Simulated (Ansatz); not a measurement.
## Al₂O₃ from LDA upwards

The starting cell is an entry of the Crystallography Open Database (1990):

```
Al O
1.0
     2.38025    1.37424    4.33187
    -2.38025    1.37424    4.33187
     0.00000   -2.74848    4.33187
Al O
4 6
Direct
  0.35216 0.35216 0.35216
  0.14784 0.14784 0.14784
  0.64784 0.64784 0.64784
  0.85216 0.85216 0.85216
  0.55668 0.94332 0.25000
  0.25000 0.55668 0.94332
  0.94332 0.25000 0.55668
  0.44332 0.05668 0.75000
  0.75000 0.44332 0.05668
  0.05668 0.75000 0.44332
```

Atoms and cell were relaxed at zero pressure with plane-wave PAW DFT (Ansatz 0.2.0; one set of PAW datasets, made under PBE, for all functionals; 420 eV, r2SCAN 500 eV; 6×6×6 Γ-centred mesh, fermi-dirac occupations of width 0.020 eV; no spin polarisation, no spin-orbit coupling, no dispersion correction), keeping the symmetry (R-3c, No. 167).

What cells and energies do LDA, PBEsol, PBE, r2SCAN give?

The relaxed conventional cells:

```tsv
functional	a (Å)	c (Å)	volume (Å³/atom)	formation energy (eV/atom)
LDA	4.729	12.890	8.32	-3.419
PBEsol	4.773	13.013	8.56	-3.095
PBE	4.808	13.121	8.76	-2.979
r2SCAN	4.758	12.993	8.49	-3.307
the entry	4.760	12.996	8.50	–
```

LDA gives the smallest volume and PBE the largest, 5.2 % more, the usual order, since LDA overbinds and PBE's gradient terms loosen the lattice. Against the entry's volume: LDA -2.1 %, PBEsol +0.7 %, PBE +3.0 %, r2SCAN -0.1 %; r2SCAN comes nearest. The formation energies span 0.44 eV an atom, lowest under LDA.

Caveats: each relaxation keeps the start's symmetry, so a distorted cell may lie lower; computed cells are at 0 K with fixed nuclei, while the entry holds thermal expansion, often some tenths of a per cent in volume and more in soft crystals; formation energies are at zero smearing against the elements' usual phases under the same functional, gases as free molecules, uncorrected.
